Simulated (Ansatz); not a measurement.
A plane-wave DFT run in Ansatz 0.2.0 (scalar-relativistic PAW potentials unless the input names others): input and command.

```yaml
crystal:
  lattice:
    - [4.5310093858, 0.0, 0.0]
    - [-2.2655046929, 3.9239692329, 0.0]
    - [0.0, 0.0, 2.805921306]
  atoms:
    - { symbol: Ti, position: [0.0, 0.0, 0.0] }
    - { symbol: Ti, position: [0.3333333333, 0.6666666667, 0.5] }
    - { symbol: Ti, position: [0.6666666667, 0.3333333333, 0.5] }
basis:
  ecutwfc: 420
kpoints:
  mp_grid: { grid: [12, 12, 14] }
hamiltonian:
  xc: pbe
scf:
  occupations: { method: gaussian, width: 0.1 }
  max_iter: 1
output:
  forces: true
  eigenvalues: true
  stress: true
```

```bash
ansatz run input.yaml --threads 1 --pin off --max-ram 2560MiB --backend cpu --events-out ev --progress --plain --runs-dir out
```

Abridged log:
```
Pseudopotentials: kind: paw
Pseudopotential: Ti, paw, valence charge 12, recommended cutoff 420 eV (normal)
Functional definition: PBE
Crystal: 3 atoms, lattice volume = 49.888 Å³
Basis set: ecut = 420 eV, 951 PW (Γ), exchange–correlation on 64×64×40 points (8 copies of the dense FFT grid, shifted against one another)
Bands: 22, of which v1, the nominal top of the filled ones, is band 18 counted from 1 (17 counted from 0)
Symmetry: 24 space group operations
Space group: P6/mmm (ITA 191), of the structure as read, at distance tolerance 3.7e-5 Å
k-points: 152 of 2016
Initial density: superposition of atomic densities (neutral atoms: chi_scale 0, normalization atom), corrected by the library's trained network
Initial wavefunctions: pseudopotential atomic-orbital guess
Functional: x = pbe(κ = 0.804, μ = 0.21951497), c = pbe(β = 0.06672455)
SCF iter   1: F=—  HF=-7499.018487 eV  |F-HF|=—  |Δ(HF+E_count)|=         —  Δρ=1.07e-2  dr2=7.15e-2  ethr=1.77e-3  ⟨swp⟩=3.7  Hψ=26745  notcnv=0
```

Question: What should be changed?

Answer: The fault is too few SCF iterations (scf.max_iter: not typed → 1, the first being the value of the sound run). Setting it back cures it. The log, from which this was withheld above, says: «Error: did not converge after 1 iterations: dr2 = 7.15e-2 (threshold 1.00e-7), under the density mixer `msr1`, which `scf.mixing.algorithm: auto` chose by the deck's other keys (type `scf.mixing.algorithm: msr1` to keep it); raise `scf.max_iter`, which need not help a stalled SCF, or adjust the mixing (`scf.mixing`) or, under a smearing, its width (`scf.occupations.width` …» The run stopped without converging. A reference run on usual settings, whose relaxation ended at this geometry, converged, and the end of its own relaxation has pressure 3.62 GPa, largest force 0.000 eV/Å, no gap on the mesh (its cell was held, or driven to that pressure on purpose).

It took 3.9 s on 1 thread of Arm Neoverse V1, with other jobs on the host, peak memory 0.36 GiB.